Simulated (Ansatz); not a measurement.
Input and command of a plane-wave DFT calculation in Ansatz:

```yaml
crystal:
  lattice:
    - [6.0524867092, 0.0, 0.0]
    - [0.0, 6.0524867092, 0.0]
    - [0.2929731217, 0.0, 4.8828853613]
  atoms:
    - { symbol: Al, position: [0.1581763196, 0.3417339699, 0.0041110413] }
    - { symbol: Al, position: [0.1581763196, 0.6582660301, 0.5041110413] }
    - { symbol: Al, position: [0.8418236804, 0.3417339699, 0.4958889587] }
    - { symbol: Al, position: [0.8418236804, 0.6582660301, -0.0041110413] }
    - { symbol: Al, position: [0.6581763196, 0.8417339699, 0.5041110413] }
    - { symbol: Al, position: [0.6581763196, 0.1582660301, 0.0041110413] }
    - { symbol: Al, position: [0.3418236804, 0.8417339699, -0.0041110413] }
    - { symbol: Al, position: [0.3418236804, 0.1582660301, 0.4958889587] }
    - { symbol: Cu, position: [0.0, 0.0017488674, 0.75] }
    - { symbol: Cu, position: [0.0, -0.0017488674, 0.25] }
    - { symbol: Cu, position: [0.5, 0.5017488674, 0.25] }
    - { symbol: Cu, position: [0.5, 0.4982511326, 0.75] }
basis:
  ecutwfc: 420
kpoints:
  mp_grid: { grid: [6, 6, 8] }
hamiltonian:
  xc: pbe
scf:
  occupations: { method: gaussian, width: 0.1 }
output:
  forces: true
  stress: true
  eigenvalues: true
relax:
  adjacent_minimum: "off"
  f_tol: 0.008
  max_steps: 40
```

```bash
ansatz run input.yaml --threads 1 --pin off --max-ram 2560MiB --backend cpu --events-out ev --progress --plain --runs-dir out
```

Processor: Intel(R) Xeon(R) 6975P-C (Granite Rapids), 1 thread, on a host shared with other jobs.

**Question.** Estimate time, memory and problem size.

**Answer.** About 93 s on 1 thread of Intel(R) Xeon(R) 6975P-C (Granite Rapids) (shared host), peak memory 1 GiB. It solves 62 bands at 104 k points (the mesh reduced by the symmetry that the task leaves, which can be less than the crystal's) with about 3493 plane waves, in 18 SCF iterations over 3 ionic steps.
